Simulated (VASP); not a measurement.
Runs of VASP 6.6.1 on Pr. Symmetry: Im-3m, No. 229, cubic system. Conventional cell: a = 4.195 Å, b = 4.195 Å, c = 4.195 Å, α = 90.00°, β = 90.00°, γ = 90.00°. Around Pr (site symmetry m-3m) lie 8 Pr at 3.63 Å. This isn't the form of Pr at room conditions, which is double hcp.

```tsv
cell	gap on the mesh (eV)	pressure (GPa)	moment (μB)
as given	none	(b)	2.80
volume scaled by 1.04	none	-2.1	2.81
volume scaled by 0.96	none	(a)	2.78
volume scaled by 1.06	none	-2.4	2.81
```

Alike in all rows: task single point; level PBE; potentials or basis VASP PAW PBE potentials, release 64 (Pr); spin collinear, typed start; k mesh 9 × 9 × 9; cutoff (eV) 520; smearing fermi-dirac 0.05 eV.

Q: Estimate the missing entries.

A: (a) -0.8; (b) -1.9.

Caveats: the magnetic or orbital state may not be the lowest; spin-orbit coupling is left out, which moves the levels of the heavy elements.

A k mesh can miss the band edges, and the runs leave out spin-orbit coupling on Pr.

A gap of «none» marks a metal or a gap under the smearing width.
